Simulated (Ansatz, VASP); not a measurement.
# ZnSe (Stilleite) in two plane-wave programs

Wanted: the spread between two codes on one cell, functional and k mesh.

Calculated with Ansatz 0.2.0; plane waves, with VASP 6.6.1 beside it; single point at PBEsol.

## Step 1: Set-up

The structure is cubic, space group F-43m (No. 216). Conventional cell: a = 5.668 Å, b = 5.668 Å, c = 5.668 Å, α = 90.00°, β = 90.00°, γ = 90.00°. Nearest to Se lie 4 Zn at 2.45 Å. Nearest to Zn lie 4 Se at 2.45 Å. Farther neighbours and most contacts between anions are not listed.

Structure file:

```cif
data_structure
_symmetry_space_group_name_H-M 'F-43m'
_symmetry_Int_Tables_number 216
_cell_length_a 5.6676
_cell_length_b 5.6676
_cell_length_c 5.6676
_cell_angle_alpha 90.000
_cell_angle_beta 90.000
_cell_angle_gamma 90.000
_cell_volume 182.05
loop_
_atom_site_label
_atom_site_type_symbol
_atom_site_symmetry_multiplicity
_atom_site_Wyckoff_symbol
_atom_site_fract_x
_atom_site_fract_y
_atom_site_fract_z
_atom_site_occupancy
Se1 Se 4 c 0.25000 0.25000 0.25000 1
Zn1 Zn 4 a 0.00000 0.00000 0.00000 1
```

## Step 2: VASP: single point, PBEsol

A single point gives forces, pressure and levels at one fixed geometry, so differences don't come from the geometry; what else differs is listed under the comparison.

Lines of VASP's logs that name or quote its potential files are left out, and so is its time.

File INCAR:

```
SYSTEM = ZnSe
PREC = Accurate
ENCUT = 400
EDIFF = 1E-05
NELM = 100
ISMEAR = 0
SIGMA = 0.05
LREAL = .FALSE.
ALGO = Normal
GGA = PS
NBANDS = 15
LORBIT = 11
LWAVE = .FALSE.
LCHARG = .FALSE.
KPAR = 4
```

File POSCAR:

```
ZnSe
1.0
    0.0000000000      2.8338000000      2.8338000000
    2.8338000000      0.0000000000      2.8338000000
    2.8338000000      2.8338000000      0.0000000000
Se Zn
1 1
Direct
    0.7500000000      0.7500000000      0.7500000000
    0.0000000000      0.0000000000      0.0000000000
```

File KPOINTS:

```
Automatic mesh
0
Gamma
10 10 10
0 0 0
```

Potentials, in the order of the species: Se and Zn (PBE family, release 64).

Started as:

```bash
$ mpirun -np 4 vasp_std
```

Numbers of over 12 decimals in the logs are rounded to 6 here.

The log of the run:

```text
[banner, memory and clock lines left out]
running    4 mpi-ranks, on    1 nodes
 distrk:  each k-point on    1 cores,    4 groups
 distr:  one band on    1 cores,    1 groups

 POSCAR found type information on POSCAR SeZn
 POSCAR found :  2 types and       2 ions
|                                                                             |
|               ----> ADVICE to this user running VASP <----                  |
|                                                                             |
|     You enforced a specific xc type in the INCAR file but a different       |
|     [... a line on the potential file left out ...]
|     I HOPE YOU KNOW WHAT YOU ARE DOING!                                     |
|                                                                             |

 LDA part: xc-table for (Slater+PW92), standard interpolation
 POSCAR, INCAR and KPOINTS ok, starting setup
 FFT: planning ... GRIDC
 FFT: planning ... GRID_SOFT
 FFT: planning ... GRID
 WAVECAR not read
 entering main loop
       N       E                     dE             d eps       ncg     rms          rms(c)
DAV:   1     0.775905635480E+02    0.77591E+02   -0.76324E+03  1410   0.115E+03
DAV:   2    -0.247741468139E+01   -0.80068E+02   -0.75226E+02  1599   0.229E+02
DAV:   3    -0.703980084211E+01   -0.45624E+01   -0.45474E+01  1711   0.576E+01
DAV:   4    -0.707387138618E+01   -0.34071E-01   -0.34068E-01  1725   0.544E+00
DAV:   5    -0.707404576063E+01   -0.17437E-03   -0.17437E-03  1781   0.349E-01    0.467E+00
DAV:   6    -0.678994541522E+01    0.28410E+00   -0.66434E-01  1863   0.287E+01    0.364E+00
DAV:   7    -0.677134483357E+01    0.18601E-01   -0.17256E-01  1578   0.405E+00    0.158E+00
DAV:   8    -0.676886230772E+01    0.24825E-02   -0.39890E-03  1817   0.671E-01    0.430E-01
DAV:   9    -0.676866384341E+01    0.19846E-03   -0.84095E-04  1725   0.304E-01    0.654E-02
DAV:  10    -0.676871986975E+01   -0.56026E-04   -0.19302E-04  1706   0.166E-01    0.219E-02
DAV:  11    -0.676871082241E+01    0.90473E-05   -0.32869E-05  1578   0.825E-02
   1 F= -.67687108E+01 E0= -.67687108E+01  d E =-.792855E-13
```

Parts of OUTCAR (step 2):

```text
ion  position               nearest neighbor table
   1  0.750  0.750  0.750-   2 2.45   2 2.45   2 2.45   2 2.45
   2  0.000  0.000  0.000-   1 2.45   1 2.45   1 2.45   1 2.45

  LATTYP: Found a face centered cubic cell.
 ALAT       =     5.6676000000

 Subroutine GETGRP returns: Found 24 space group operations
 (whereof 24 operations were pure point group operations)

The static configuration has the point symmetry T_d .

 Found     47 irreducible k-points:

   k-points           NKPTS =     47   k-points in BZ     NKDIM =     47   number of bands    NBANDS=     15

   dimension x,y,z NGX =    28 NGY =   28 NGZ =   28
   dimension x,y,z NGXF=    56 NGYF=   56 NGZF=   56

   ENCUT  =  400.0 eV  29.40 Ry    5.42 a.u.   6.54  6.54  6.54*2*pi/ulx,y,z

   NELECT =      18.0000    total number of electrons

 k-points in reciprocal lattice and weights: Automatic mesh
   0.00000000  0.00000000  0.00000000       0.001
   0.10000000  0.00000000  0.00000000       0.008
   0.20000000  0.00000000  0.00000000       0.008
   0.30000000  0.00000000  0.00000000       0.008
   0.40000000  0.00000000  0.00000000       0.008
   0.50000000  0.00000000  0.00000000       0.004
   0.10000000  0.10000000  0.00000000       0.006
   0.20000000  0.10000000  0.00000000       0.024
   0.30000000  0.10000000  0.00000000       0.024
[...]
-0.30000000  0.40000000  0.20000000       0.024
  -0.30000000  0.50000000  0.20000000       0.012

 average (electrostatic) potential at core
       1 -55.9390       2 -36.9277

 E-fermi :   1.7157

 k-point     1 :       0.0000    0.0000    0.0000
  band No.  band energies     occupation
    ...
      5      -4.6935      2.00000
      6      -4.6935      2.00000
      7       1.4877      2.00000
      8       1.4877      2.00000
      9       1.4877      2.00000
     10       2.6569      0.00000
     11       7.2183      0.00000
     12       7.2183      0.00000
     13       7.2183      0.00000
     14      11.2245      0.00000
    ...

 k-point     2 :       0.1000    0.0000    0.0000
  band No.  band energies     occupation
    ...
      5      -4.6945      2.00000
      6      -4.6945      2.00000
      7       0.4875      2.00000
      8       1.3859      2.00000
      9       1.3859      2.00000
     10       3.4525      0.00000
     11       7.1336      0.00000
     12       7.3905      0.00000
     13       7.3905      0.00000
     14      11.8555      0.00000
    ...

 k-point     3 :       0.2000    0.0000    0.0000
  band No.  band energies     occupation
    ...
      5      -4.6947      2.00000
      6      -4.6947      2.00000
      7      -0.9222      2.00000
      8       1.1426      2.00000
      9       1.1426      2.00000
     10       4.0769      0.00000
     11       7.4741      0.00000
     12       7.7334      0.00000
     13       7.7334      0.00000
     14      11.7890      0.00000
    ...

  Total       -0.3215255     -0.3215255     -0.3215255      0.0000000     -0.0000000     -0.0000000
  in kB      -11.3184897    -11.3184897    -11.3184897      0.0000000     -0.0000000     -0.0000000
  external PRESSURE =     -11.3184897 kB  Pullay stress =       0.0000000 kB

  energy-cutoff  :      400.00
  volume of cell :       45.51
      direct lattice vectors                 reciprocal lattice vectors
     0.000000000  2.833800000  2.833800000    -0.176441527  0.176441527  0.176441527
     2.833800000  0.000000000  2.833800000     0.176441527 -0.176441527  0.176441527
     2.833800000  2.833800000  0.000000000     0.176441527  0.176441527 -0.176441527

 POSITION                                       TOTAL-FORCE (eV/Angst)
 -----------------------------------------------------------------------------------
      4.25070      4.25070      4.25070        -0.000000     -0.000000     -0.000000
      0.00000      0.00000      0.00000         0.000000      0.000000      0.000000
 -----------------------------------------------------------------------------------
    total drift:                               -0.000001     -0.000001     -0.000002

  FREE ENERGIE OF THE ION-ELECTRON SYSTEM (eV)
  ---------------------------------------------------
  free  energy   TOTEN  =        -6.7687108224 eV

  energy  without entropy=       -6.7687108224  energy(sigma->0) =       -6.76871082

 total charge
# of ion       s       p       d       tot
------------------------------------------
    1        1.438   2.411   0.030   3.880
    2        0.538   0.450   9.783  10.772
--------------------------------------------------
tot          1.977   2.861   9.813  14.651

[... 3 further parts left out ...]
```

The run ends at a pressure of -1.13 GPa.

## Step 3: Ansatz: single point, PBEsol

Ansatz runs on its default PAW (the set named soft_2) files.

The same cell, functional, mesh and smearing now go to Ansatz, which takes its cutoff from its data sets.

File input.yaml:

```yaml
crystal:
  lattice:
    - [0.0, 2.8338, 2.8338]
    - [2.8338, 0.0, 2.8338]
    - [2.8338, 2.8338, 0.0]
  atoms:
    - { symbol: Se, position: [0.75, 0.75, 0.75] }
    - { symbol: Zn, position: [0.0, 0.0, 0.0] }
hamiltonian:
  xc: pbesol
  pseudopotentials: { kind: paw }
kpoints:
  mp_grid: { grid: [10, 10, 10] }
scf:
  occupations: { method: gaussian, width: 0.05 }
  n_extra_bands: 4
output:
  forces: true
  stress: true
  eigenvalues: true
```

Started as:

```bash
$ ansatz run input.yaml --threads 2 --pin off --max-ram 4608MiB --backend cpu --events-out ev --progress --plain --runs-dir out
```

The log of the run:

```text
scf.n_extra_bands = 4 over 14 filled bands (N_el = 28.0): the run solves 18 bands
Engine: ansatz 0.2.0, aarch64-unknown-linux-gnu
Pseudopotentials: kind: paw
Pseudopotential: Se, paw, valence charge 16, recommended cutoff 420 eV (normal), Se.paw.azcp
Pseudopotential: Zn, paw, valence charge 12, recommended cutoff 420 eV (normal), Zn.paw.azcp
Functional definition: PBEsol
  exchange = pbesol_x
  correlation = pbesol_c
Crystal: 2 atoms, lattice volume = 45.513 Å³
Basis set: ecut = 420 eV, 893 PW (Γ), exchange–correlation on 54×54×54 points (8 copies of the dense FFT grid, shifted against one another)
Bands: 18, of which v1, the nominal top of the filled ones, is band 14 counted from 1 (13 counted from 0)
Symmetry: 24 space group operations
Space group: F-43m (ITA 216), of the structure as read, at distance tolerance 3.6e-5 Å
k-points: 47 of 1000 (time reversal used)
Non-local potential: Se, projectors of the file, l = 0: 2, l = 1: 2, l = 2: 3, l = 3: 1
Non-local potential: Zn, projectors of the file, l = 0: 2, l = 1: 2, l = 2: 3, l = 3: 1
PAW form: soft (Blöchl's): semilocal exchange-correlation on the pseudo side does not see the compensation charge
PAW frozen core: Se, regenerated for the run's functional, and the local potential with it (the file was generated under x = pbe(κ = 0.804, μ = 0.219515), c = pbe(β = 0.066725))
PAW frozen core: Zn, regenerated for the run's functional, and the local potential with it (the file was generated under x = pbe(κ = 0.804, μ = 0.219515), c = pbe(β = 0.066725))
PAW one-centre angular grid: Se, 590 points (default); XC on 64 Gauss nodes
PAW one-centre angular grid: Zn, 590 points (default); XC on 64 Gauss nodes
Initial density: superposition of atomic densities (neutral atoms: chi_scale 0, normalization atom), corrected by the library's trained network
Initial wavefunctions: pseudopotential atomic-orbital guess
Functional: x = pbesol(κ = 0.804, μ = 0.123457), c = pbesol(β = 0.046)
SCF iter   1: F=—  HF=-8706.454743 eV  |F-HF|=—  |Δ(HF+E_count)|=         —  Δρ=3.90e-3  dr2=6.96e-3  ethr=1.77e-3  ⟨swp⟩=5.8  Hψ=4279  notcnv=0
preconditioner: auto → none  [insulator: Δε(μ)=1.137 eV  Ē_g=11.810 eV  σ=0.050 eV  W_gap=1.00  n_scr=14 (ndim 8)  ℏωp=23.4 eV  f_vac=0.121  D(μ)=0.00/eV (n_scr^D=0)  ε∞_Penn≈4.9]
SCF iter   2: F=—  HF=-8706.452340 eV  |F-HF|=—  |Δ(HF+E_count)|=   2.40e-3  Δρ=9.71e-4  dr2=2.58e-4  ethr=2.49e-5  ⟨swp⟩=2.0  Hψ=1815  notcnv=0
SCF iter   3: F=—  HF=-8706.452306 eV  |F-HF|=—  |Δ(HF+E_count)|=   3.41e-5  Δρ=7.86e-4  dr2=1.61e-4  ethr=9.22e-7  ⟨swp⟩=2.0  Hψ=1222  notcnv=0
SCF iter   4: F=—  HF=-8706.452289 eV  |F-HF|=—  |Δ(HF+E_count)|=   1.74e-5  Δρ=2.42e-4  dr2=1.79e-5  ethr=5.76e-7  ⟨swp⟩=2.0  Hψ=1167  notcnv=0
SCF iter   5: F=—  HF=-8706.452293 eV  |F-HF|=—  |Δ(HF+E_count)|=   4.01e-6  Δρ=5.55e-5  dr2=8.67e-7  ethr=6.40e-8  ⟨swp⟩=2.0  Hψ=1009  notcnv=0
SCF iter   6: F=-8706.452293 eV  HF=-8706.452293 eV  |F-HF|=2.15e-8  |Δ(HF+E_count)|=   7.11e-7  Δρ=7.84e-6  dr2=1.91e-8  ethr=3.57e-10  ⟨swp⟩=5.1  Hψ=3817  notcnv=0
SCF 1 converged in 6 iterations: F = -8706.452293 eV  dr2 = 1.91e-8
  greatest PAW one-centre occupation: 1.000 electrons in one spin orbital (limit 2), on the Se atom at site 0 (counted from 0), in its partial waves of l = 2
SCF converged after 6 iterations
Free energy (F): -8706.452293 eV
Harris-Foulkes:  -8706.452293 eV  (|F-HF|=2.15e-8)
Internal energy: -8706.452293 eV  (E = F + TS)
E sigma→0 (E₀):  -8706.452293 eV
Fermi energy:    7.231459 eV
--- Per-component energies (eV) ---
  E_band       = -386.119334
  E_kinetic    = 249.966672
  E_local      = -4394.645259  (includes V_loc(G=0)·N_el)
  E_nonlocal   = 22.776488
  E_hartree    = 2032.442473
  E_xc         = -238.887696
  E_vxc        = -150.464810  (∫ρ·V_xc dr)
  E_paw        = -3658.967043  (= ΣΔE_a)
  E_vpaw       = -178.637508  (= ΣTr[D̂ρ^β])
  E_aug_tail   = -0.000888  (compensation charges beyond the density's cutoff)
  E_ewald      = -2720.942845
  E_core_change = 1.805805  (= ΣΔE_core)
  E_smearing   = -0.000000  (= −TS)
  E_closure    = 0.000000  (closes the sum)
  Σ components = -8706.452293   (vs F -8706.452293, Δ=0.00e0)
--- Forces (eV/Å), atoms counted from 1 ---
  atom   1  Se     0.00000000    -0.00000000    -0.00000000
  atom   2  Zn    -0.00000000     0.00000000    -0.00000000
  max |Σ_I F_I| component: 1.43e-16 eV/Å
--- Stress (GPa, compression-positive) ---
       -1.133948       0.000000       0.000000
       -0.000000      -1.133948       0.000000
        0.000000       0.000000      -1.133948
  P = ⅓ Tr σ = -1.1339 GPa (-11.339 kbar)
--- Band table (eV; the first three rows and the last of 47) ---
  k-point 0: bands = [... 10 lower, 0.4628, 6.6464, 6.6464, 6.6464, 7.8141, 12.3923, 12.3923, 12.3923]
  k-point 1: bands = [... 10 lower, 0.4617, 5.6482, 6.5448, 6.5448, 8.6092, 12.3037, 12.5641, 12.5641]
  k-point 2: bands = [... 10 lower, 0.4611, 4.2405, 6.3022, 6.3022, 9.2368, 12.6352, 12.9065, 12.9065]
  k-point 46: bands = [... 10 lower, 0.7518, 1.9233, 3.9047, 3.9890, 11.5098, 11.8194, 14.1191, 14.6326]
```

The job ended after 1.9 s (2 threads of Arm Neoverse V1, shared host; peak memory 0.35 GiB).

The column dr2 measures how far the density is from self-consistency, as an energy; F and HF (Harris–Foulkes) agree once it is small.

The run ends at a pressure of -1.13 GPa.

## Step 4: Differences

Known differences besides the potentials themselves: the data sets hold 28 valence electrons in Ansatz (default PAW (the set named soft_2) files) and 18 in VASP; the cutoff is 420 eV in Ansatz and 400 eV in VASP; Ansatz makes its cores anew for this functional, VASP keeps those of its PBE data sets; VASP leaves aspherical gradient terms in its spheres out (LASPH is not set), Ansatz keeps them. Total energies have different zeros and are not compared.

Both answers:

```
                                        quantity  Ansatz   VASP  difference
                                  pressure (GPa)   -1.13  -1.13        0.00
pressure without Ansatz's Pulay correction (GPa)   -1.18  -1.13       -0.05
                          gap on the k mesh (eV)   1.168  1.169      -0.001
```

A gap on the mesh is an upper bound, since the band edges may lie between its points. Ansatz's pressure holds a Pulay correction of 0.05 GPa; VASP's holds none.

## Step 5: Outcome

| Item | Value |
| --- | --- |
| difference in gap on the k mesh (single point, PBEsol) | -0.0015 eV |

In words: The difference in gap on the k mesh is -0.0015 eV (single point, PBEsol), within the 0.08 eV picked in this series as the mark of a large difference. 1 further run of this series is not shown here. Such differences can come from data sets, numerical settings and the points named under the comparisons, not from the functional's error against experiment.

[Lines on the potential files, build, host, timing and source positions are cut from VASP's logs without a mark.]

[Logs are printed without paths, hosts, clocks, repeated set-up lines and the standing remarks that a program may print on its own settings, such as how far it seeks lower states.]

[Hosts, paths, dates, database ids (printed as entryN), source tags and the programs' standing remarks are cut or masked in the printed files.]
